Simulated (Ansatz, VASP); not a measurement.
# Ni in VASP and in Ansatz

```
Ni
1.0
     0.00000    1.73909    1.73909
     1.73909    0.00000    1.73909
     1.73909    1.73909    0.00000
Ni
1
Cartesian
  0.0000 0.0000 0.0000
```

Alike in both runs: functional PBE; dispersion D3(BJ); k mesh 20 × 20 × 20; occupations gaussian, width 0.1 eV; collinear spin.

Ansatz relaxed the structure, and its values are those at the end. VASP's run is a single point on that final structure, the one shown.

|  | VASP | Ansatz |
| --- | --- | --- |
| version | VASP 6.6.1 | Ansatz 0.2.0 |
| potentials or method | VASP PAW PBE potentials, release 64 (Ni) | scalar-relativistic, plane waves, PAW |
| plane-wave cutoff (eV) | 520 | 420 |
| valence electrons in the cell | 10 | 18 |

```csv
,VASP,Ansatz,Ansatz less VASP
gap on the k mesh at the Fermi level (eV),none,none,-
pressure (GPa),-0.2,0.0,+0.19
net moment per atom (μB),0.62,0.63,+0.010
size of the moment on the site where the two differ most (μB),0.63,0.67,+0.039
```

Site moments also hang on the region over which each program counts them. A gap of «none» marks a metal or a gap that the smearing closes. The two sets of potentials don't hold the same shells in valence.

Caveats: pairwise dispersion overbinds metals, which lowers pressure and volume.
